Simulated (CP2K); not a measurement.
Pd in CP2K: the effect of functional

Crystal: Pd.

```
Pd
1.0
     2.75277    0.00000    0.00000
     1.37638    2.38397    0.00000
     1.37638    0.79466    2.24762
Pd
1
Direct
  0.00000 0.00000 0.00000
```

Alike in all runs:

* Program: CP2K 2026.2
* Task: atomic charges
* Potentials or basis: POTENTIAL_UZH Pd GTH-PBE-q18; TZVP-MOLOPT-PBE-GTH basis
* Density cutoff: 10204 eV
* k mesh: 12 × 12 × 12
* Occupations: fermi-dirac, width 0.05 eV
* Spin: no spin polarisation

Q: One run gave: pressure -6.9 GPa. Which functional did it use?
A. LDA
B. WC
C. rev-vdW-DF2
D. vdW-DF2
E. r2SCAN

A: A.

```csv
functional,pressure (GPa)
LDA,-6.9
PBEsol,-1.0
vdW-DF2,27.5
WC,0.5
rev-vdW-DF2,4.8
r2SCAN,3.4
```

Caveats: the potentials were made for another functional, which shifts forces and pressure; the basis of atomic orbitals isn't converged, which shifts pressures, moduli and gaps.

Runs at the PBE level aren't shown here.
